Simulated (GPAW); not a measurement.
# BaS (Fm-3m) in GPAW: single point with PBE

Aim: the single point of BaS with PBE.

Program: GPAW 26.7.0. These are calculated values, not measurements. Logs are shortened: lines on timing, memory, paths and dates and some standing lists are left out, and cuts for length are marked. The log counts tension as positive stress, the text compression.

### Step 1. The crystal as given

Symmetry: Fm-3m, No. 225, cubic system. Conventional cell: a = 6.388 Å, b = 6.388 Å, c = 6.388 Å, α = 90.00°, β = 90.00°, γ = 90.00°. Ba (site symmetry m-3m) is surrounded by 6 S at 3.19 Å. Around S (site symmetry m-3m) lie 6 Ba at 3.19 Å.

### Step 2. Single point, PBE

File run.py:

```python
from ase.dft.bandgap import bandgap
from ase.io import read, write
from ase.units import GPa
from gpaw import GPAW, PW

atoms = read('POSCAR')

calc = GPAW(mode=PW(1200),
            xc='PBE',
            kpts={'size': (7, 7, 7), 'gamma': True},
            occupations={'name': 'fermi-dirac', 'width': 0.05},
            nbands=16,
            convergence={'density': 1e-05, 'energy': 1e-05},
            maxiter=80,
            txt='gpaw.txt')
atoms.calc = calc
energy = atoms.get_potential_energy()
forces = atoms.get_forces()
stress = atoms.get_stress()
calc.write('gs.gpw')
write('result.traj', atoms)
print(f'Energy: {energy:.6f} eV')
print('Forces (eV/A):')
print(forces.round(4))
print('Stress (GPa):', (stress / GPa).round(3))
print('Fermi level:', round(calc.get_fermi_level(), 4), 'eV')
print(f'Gap: {bandgap(calc)[0]:.4f} eV, direct: {bandgap(calc, direct=True)[0]:.4f} eV')
```

File POSCAR:

```
BaS
1.0
    0.0000000000      3.1937500000      3.1937500000
    3.1937500000      0.0000000000      3.1937500000
    3.1937500000      3.1937500000      0.0000000000
Ba S
1 1
Direct
    0.0000000000      0.0000000000      0.0000000000
    0.5000000000      0.5000000000      0.5000000000
```

Potentials or basis: GPAW PAW data sets (gpaw-data 1.2.1), pw.

Started as:

```bash
> OMP_NUM_THREADS=1 python run.py
```

gpaw.txt:

```text
__  _  _
 | _ |_)|_||  |
 |__||  | ||/\| - 26.7.0

Input parameters:
  mode=PW(ecut=1200.0),
  convergence={'density': 1e-05, 'energy': 1e-05},
  kpts=MonkhorstPack(size=(7, 7, 7), gamma=True),
  maxiter=80,
  nbands=16,
  occupations=Occupations(name='fermi-dirac', width=0.05),
  xc=XC(name='PBE')

Diagonalizing LCAO Hamiltonian
Converting LCAO to pw mode

                 S

       Ba

Atoms  # Å, Bohr magnetons
|   | symbol |        x |        y |        z |    initial magnetic moments |
|---|--------|----------|----------|----------|-----------------------------|
| 0 |     Ba | 0.000000 | 0.000000 | 0.000000 | ( 0.0000,  0.0000,  0.0000) |
| 1 |      S | 3.193750 | 3.193750 | 3.193750 | ( 0.0000,  0.0000,  0.0000) |

Unit cell  # Å
| periodic |        x |        y |        z |  lengths |    angles |
|----------|----------|----------|----------|----------|-----------|
|      yes | 0.000000 | 3.193750 | 3.193750 | 4.516645 | 60.000000 |
|      yes | 3.193750 | 0.000000 | 3.193750 | 4.516645 | 60.000000 |
|      yes | 3.193750 | 3.193750 | 0.000000 | 4.516645 | 60.000000 |

Number of symmetries: 48
Symmetry operations  # r_c * U_cc + t_c -> r_c
|    | kind |            matrix            |
|----|------|------------------------------|
|  0 |  σ   |  1, 0, 0,  1, 0,-1,  1,-1, 0 |
|  1 |  C2  |  1, 0, 0,  1,-1, 0,  1, 0,-1 |
|  2 |  E   |  1, 0, 0,  0, 1, 0,  0, 0, 1 |
|  3 |  σ   |  1, 0, 0,  0, 0, 1,  0, 1, 0 |
|  4 |  C4  |  1, 0,-1,  1, 0, 0,  1,-1, 0 |
|  5 |  S6  |  1, 0,-1,  1,-1, 0,  1, 0, 0 |
|  6 |  σ   |  1, 0,-1,  0, 1,-1,  0, 0,-1 |
|  7 |  C3  |  1, 0,-1,  0, 0,-1,  0, 1,-1 |
|  8 |  S6  |  1,-1, 0,  1, 0, 0,  1, 0,-1 |
|  9 |  C4  |  1,-1, 0,  1, 0,-1,  1, 0, 0 |
| 10 |  C3  |  1,-1, 0,  0,-1, 1,  0,-1, 0 |
| 11 |  σ   |  1,-1, 0,  0,-1, 0,  0,-1, 1 |
| 12 |  σ   |  0, 1, 0,  1, 0, 0,  0, 0, 1 |
| 13 |  C4  |  0, 1, 0,  0, 1,-1, -1, 1, 0 |
| 14 |  C3  |  0, 1, 0,  0, 0, 1,  1, 0, 0 |
| 15 |  S6  |  0, 1, 0, -1, 1, 0,  0, 1,-1 |
| 16 |  C2  |  0, 1,-1,  1, 0,-1,  0, 0,-1 |
| 17 |  σ   |  0, 1,-1,  0, 1, 0, -1, 1, 0 |
| 18 |  S4  |  0, 1,-1,  0, 0,-1,  1, 0,-1 |
| 19 |  C4  |  0, 1,-1, -1, 1, 0,  0, 1, 0 |
| 20 |  C3  |  0, 0, 1,  1, 0, 0,  0, 1, 0 |
| 21 |  σ   |  0, 0, 1,  0, 1, 0,  1, 0, 0 |
| 22 |  S6  |  0, 0, 1,  0,-1, 1, -1, 0, 1 |
| 23 |  C4  |  0, 0, 1, -1, 0, 1,  0,-1, 1 |
| 24 |  S4  |  0, 0,-1,  1, 0,-1,  0, 1,-1 |
| 25 |  C3  |  0, 0,-1,  0, 1,-1,  1, 0,-1 |
| 26 |  C2  |  0, 0,-1,  0,-1, 0, -1, 0, 0 |
| 27 |  S6  |  0, 0,-1, -1, 0, 0,  0,-1, 0 |
| 28 |  S4  |  0,-1, 1,  1,-1, 0,  0,-1, 0 |
| 29 |  C4  |  0,-1, 1,  0, 0, 1, -1, 0, 1 |
| 30 |  C2  |  0,-1, 1,  0,-1, 0,  1,-1, 0 |
| 31 |  σ   |  0,-1, 1, -1, 0, 1,  0, 0, 1 |
| 32 |  C3  |  0,-1, 0,  1,-1, 0,  0,-1, 1 |
| 33 |  S6  |  0,-1, 0,  0, 0,-1, -1, 0, 0 |
| 34 |  S4  |  0,-1, 0,  0,-1, 1,  1,-1, 0 |
| 35 |  C2  |  0,-1, 0, -1, 0, 0,  0, 0,-1 |
| 36 |  C2  | -1, 1, 0,  0, 1, 0,  0, 1,-1 |
| 37 |  S6  | -1, 1, 0,  0, 1,-1,  0, 1, 0 |
| 38 |  S4  | -1, 1, 0, -1, 0, 1, -1, 0, 0 |
| 39 |  C3  | -1, 1, 0, -1, 0, 0, -1, 0, 1 |
| 40 |  S6  | -1, 0, 1,  0, 0, 1,  0,-1, 1 |
| 41 |  C2  | -1, 0, 1,  0,-1, 1,  0, 0, 1 |
| 42 |  C3  | -1, 0, 1, -1, 1, 0, -1, 0, 0 |
| 43 |  S4  | -1, 0, 1, -1, 0, 0, -1, 1, 0 |
| 44 |  C2  | -1, 0, 0,  0, 0,-1,  0,-1, 0 |
| 45 |  i   | -1, 0, 0,  0,-1, 0,  0, 0,-1 |
| 46 |  σ   | -1, 0, 0, -1, 1, 0, -1, 0, 1 |
| 47 |  C2  | -1, 0, 0, -1, 0, 1, -1, 1, 0 |

BZ-sampling:
  Number of BZ points: 343
  Number of IBZ points: 20

  Monkhorst-Pack size: [7, 7, 7]
  Monkhorst-Pack shift: [0, 0, 0]

K-points  # in reciprocal-cell coordinates
|     |                                coordinates |     weight |
|-----|--------------------------------------------|------------|
|   0 | (  0.00000000,   0.00000000,   0.00000000) | 0.00291545 |
|   1 | (  0.14285714,   0.14285714,   0.00000000) | 0.01749271 |
|   2 | (  0.14285714,   0.14285714,   0.14285714) | 0.02332362 |
|   3 | (  0.28571429,   0.14285714,   0.14285714) | 0.03498542 |
|   4 | (  0.28571429,   0.28571429,   0.00000000) | 0.01749271 |
|   5 | (  0.28571429,   0.28571429,   0.14285714) | 0.06997085 |
|   6 | (  0.28571429,   0.28571429,   0.28571429) | 0.02332362 |
|   7 | (  0.42857143,  -0.28571429,  -0.28571429) | 0.03498542 |
|   8 | (  0.42857143,   0.28571429,  -0.42857143) | 0.13994169 |
|   9 | (  0.42857143,   0.28571429,  -0.28571429) | 0.06997085 |
| ... |                                            |            |
|  19 | (  0.42857143,   0.42857143,   0.42857143) | 0.02332362 |

Plane wave coefficients: 6183
Cutoff: 1200.0 eV

Spin-components: 1 (collinear spins)
Bands:           16
Projectors:      11
Spin-degeneracy: 2
Datatype:        complex128

Parallelization:
  kpt:    1
  domain: 1
  band:   1

Density:
  Valence electrons: 16.0
  Components: 1
  Grid points: [40 40 40]
  Charge: 0.0  # |e|

Potential:
  Grid points: [40 40 40]

species:
  Ba:
    name:    Barium
    Z:       56.0
    valence: 10
    core:    46
    charge:  0.0  # [|e|]
    compensation charges:
      type: gauss
      rc: 0.37  # [Å]
      lmax: 2
    cutoffs:
      filter: 2.06  # [Å]
      core: 2.33  # [Å]
    projectors
    | kind |    occ | energy [eV] | rcut [Å] |
    |------|--------|-------------|----------|
    |   5s |  2.000 |     -33.644 |    1.164 |
    |   6s |  2.000 |      -3.229 |    1.164 |
    |   5p |  6.000 |     -18.744 |    1.164 |
    |    p |        |       0.000 |    1.164 |
    |    d |        |       0.000 |    1.164 |
    |    d |        |      27.211 |    1.164 |

    Using partial waves for Ba as LCAO basis

  S:
    name:    Sulfur
    Z:       16.0
    valence: 6
    core:    10
    charge:  0.0  # [|e|]
    compensation charges:
      type: gauss
      rc: 0.24  # [Å]
      lmax: 2
    cutoffs:
      filter: 1.77  # [Å]
      core: 1.66  # [Å]
    projectors
    | kind |    occ | energy [eV] | rcut [Å] |
    |------|--------|-------------|----------|
    |   3s |  2.000 |     -17.254 |    0.974 |
    |   3p |  4.000 |      -7.008 |    0.979 |
    |    s |        |       9.957 |    0.974 |
    |    p |        |      20.203 |    0.979 |
    |    d |        |       0.000 |    0.900 |

    Using partial waves for S as LCAO basis

Reference energy: -232135.462409  # eV

eigensolver:
  PPCG
  Converge bands: occupied
  niter=2

density mixing:
  MSR1-Mixer
  Pratt-step length: 0.05
  Maximum mixing coefficient: 0.75
  Old densities: 10
  SVD Regularization: 0.005
  Good broyden scale: 1.0
  Trust region scale: 1.0
  Backstep threshold: 4.0
  History deletion threshold: 6.0
  Fourier metric: weight=20.0, sigma=0.015

occupation numbers:
  Fermi-Dirac:
    width: 0.0500  # eV

poisson solver:
  ecut: 9600.0  # eV

xc functional:
  name: PBE with 2 nearest neighbor stencil

convergence criteria:
- Maximum integral of absolute [dens]ity change: 1e-05 electrons / valence electron
- Maximum [total energy] change in last 3 cyles: 1e-05 eV / valence electron
- Maximum integral of absolute [eigenst]ate change: 4e-08 eV^2 / valence electron
maximum number of iterations: 80

SCF iterations
|iter     | |      energy | eigst |  dens |
|---------|-|-------------|-------|-------|
|iter:   1| |  -10.597902 | -0.20 |       |
|iter:   2| |  -10.502147 | -2.10 | -1.03 |
|iter:   3| |  -10.161785 | -1.88 | -1.08 |
|iter:   4| |  -10.168155 | -3.44 | -1.55 |
|iter:   5| |  -10.172143 | -3.90 | -1.91 |
|iter:   6| |  -10.172302 | -5.13 | -2.79 |
|iter:   7| |  -10.172308 | -6.83 | -3.50 |
|iter:   8| |  -10.172310c| -7.51c| -3.90 |
|iter:   9| |  -10.172310c| -8.37c| -5.12c|

Converged in 9 steps
Energy contributions relative to reference atoms: (reference = -232135.462409)

Energy contributions:
  Kinetic:          11.596057
  Coulomb:         -10.238484
  Zero:              0.070679
  External:          0.000000
  Xc:              -11.600562
  Entropy:          -0.000000
  Spinorbit:         0.000000
  ----------------------------
  Free energy:     -10.172310
  Extrapolated:    -10.172310

dipole moment: (-38.645679, -38.645679, -38.645679)  # |e|*Ang

Fermi level: 6.032
Eigenvalues  # (at kpt = [0.000, 0.000, 0.000])
| band index |      eig [eV] | occ [0-2] |
|------------|---------------|-----------|
|          0 |       -21.163 |     2.000 |
|          1 |        -6.250 |     2.000 |
|          2 |        -6.250 |     2.000 |
|          3 |        -6.250 |     2.000 |
|          4 |        -5.485 |     2.000 |
|          5 |         4.862 |     2.000 |
[... 8 lines left out ...]
|         14 |        13.491 |     0.000 |
|         15 |        19.568 |     0.000 |

Gap: 2.190 eV
Transition (v -> c):
  (s=0, k=0, n=7, [0.00, 0.00, 0.00]) -> (s=0, k=16, n=8, [0.43, 0.43, 0.00])
Direct/indirect transitions are different
Direct gap: 2.330 eV
Transition at: (s=0, k=16, n=7, [0.43, 0.43, 0.00])

Forces  # eV/Ang
|        x |        y |       z |
|----------|----------|---------|
| -0.00000 |  0.00000 | 0.00000 |  # Ba   0
|  0.00000 | -0.00000 | 0.00000 |  # S    1

Stress tensor  # eV/Ang^3
|         x |         y |         z |
|-----------|-----------|-----------|
| -0.007850 |  0.000000 |  0.000000 |
|  0.000000 | -0.007850 |  0.000000 |
|  0.000000 |  0.000000 | -0.007850 |

# Writing to gs.gpw (mode='')
```

Wall time 27 s (1 thread of INTEL XEON PLATINUM 8581C at 2.10GHz (Emerald Rapids), shared host); peak memory 0.27 GiB.

Results:

```yaml
Free_energy: -10.1723 eV
Pressure: 1.3 GPa
Band_gap_on_the_k_mesh: 2.19 eV, indirect (least direct gap 2.33 eV)
```

Levels at points of the mesh, in eV from the valence-band top:
```
           k point  band 4  band 5  band 6  band 7  band 8  band 9  band 10  band 11  band 12
(0.00, 0.00, 0.00)  -11.11  -10.35    0.00    0.00    0.00    3.62     3.89     3.89     3.89
```

Caveat: spin-orbit coupling is left out, which moves the levels of the heavy elements; an odd mesh through Γ misses points on the zone boundary, where band edges often lie.
